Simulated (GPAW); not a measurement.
Crystal: SnO2 (Cassiterite).

```
CELL_PARAMETERS angstrom
4.73800 0.00000 0.00000
0.00000 4.73800 0.00000
0.00000 0.00000 3.18650
ATOMIC_POSITIONS crystal
Sn 0.50000 0.50000 0.50000
Sn 0.00000 0.00000 0.00000
O 0.80710 0.19290 0.50000
O 0.69290 0.69290 0.00000
O 0.19290 0.80710 0.50000
O 0.30710 0.30710 0.00000
```

```yaml
Program: GPAW 26.7.0
Task: relaxation of cell and atoms
Functional: BLYP
Potentials_or_basis: PAW data sets generated in the run's folder for this functional
Cutoff: 800 eV
Basis: pw
k_mesh: 4 × 4 × 5
Occupations: fermi-dirac, width 0.05 eV
Spin: no spin polarisation
```

At the start: pressure 14.0 GPa; volume 11.92 Å³/atom.

Q: How do energy, volume and symmetry change on relaxing?

A: Over 9 steps the energy falls by 36.8 meV/atom and the volume is 12.77 Å³/atom (+7.1 %); space group P4_2/mnm (No. 136, to 0.05 Å).

Step by step:
| step | energy change (eV) | largest force (eV/Å) | pressure (GPa) | volume (Å³) |
| --- | --- | --- | --- | --- |
| 1 | 0.0000 | 0.2979 | 14.03 | 71.53 |
| 2 | -0.0488 | 0.1666 | 12.15 | 72.07 |
| 3 | -0.1941 | 0.3161 | 2.81 | 75.27 |
| 4 | -0.2063 | 0.2954 | 1.16 | 75.98 |
| 5 | -0.2165 | 0.1655 | -0.22 | 76.67 |
| 6 | -0.2196 | 0.0452 | -0.32 | 76.80 |
| 7 | -0.2201 | 0.0079 | -0.07 | 76.72 |
| 8 | -0.2202 | 0.0188 | 0.07 | 76.67 |
| 9 | -0.2205 | 0.0306 | 0.29 | 76.60 |

Final structure:
```yaml
crystal:
  lattice:
    - [4.84658, 0.00000, 0.00000]
    - [0.00000, 4.84658, 0.00000]
    - [0.00000, 0.00000, 3.26109]
  atoms:
    - { symbol: Sn, position: [0.50000, 0.50000, 0.50000] }
    - { symbol: Sn, position: [0.00000, 0.00000, 0.00000] }
    - { symbol: O, position: [0.80700, 0.19300, 0.50000] }
    - { symbol: O, position: [0.69300, 0.69300, 0.00000] }
    - { symbol: O, position: [0.19300, 0.80700, 0.50000] }
    - { symbol: O, position: [0.30700, 0.30700, 0.00000] }
```

Caveat: the k mesh is coarse; later steps reuse the first step's grids.
